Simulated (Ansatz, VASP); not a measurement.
# GaCo in VASP and in Ansatz

```xyz
2
Lattice="3.3283 0.0000 0.0000 0.0000 3.3283 0.0000 0.0000 0.0000 2.1634" Properties=species:S:1:pos:R:3 pbc="T T T"
Ga    1.6641    1.6641    1.0817
Co    0.0000    0.0000    0.0000
```

Alike in both runs: task single point; functional PBEsol; k mesh 18 × 18 × 18; occupations gaussian, width 0.15 eV; no spin polarisation.

```csv
,VASP,Ansatz
version,VASP 6.6.1,Ansatz 0.2.0
potentials or method,"VASP PAW PBE potentials, release 64 (Ga_d, Co)","scalar-relativistic, plane waves, PAW"
plane-wave cutoff (eV),520,420
valence electrons in the cell,22,30
```

|  | VASP | Ansatz | Ansatz less VASP |
| --- | --- | --- | --- |
| gap on the k mesh at the Fermi level (eV) | none | none | - |
| pressure (GPa) | 17.3 | 17.3 | +0.01 |
| largest component of the traceless stress (GPa) | 60.14 | 60.56 | +0.419 |

A gap of «none» marks a metal or a gap that the smearing closes. With one functional, cell and mesh, what is left measures potentials, basis and numerics. The two sets of potentials don't hold the same shells in valence.

Caveats: so large a pressure means that the cell lies far from this level's equilibrium, or that cutoff or potentials fall short (VASP); the potentials were made for another functional, which shifts forces and pressure (VASP). Spin polarisation is off, so any magnetic state and its effect on volume and gap are missing.
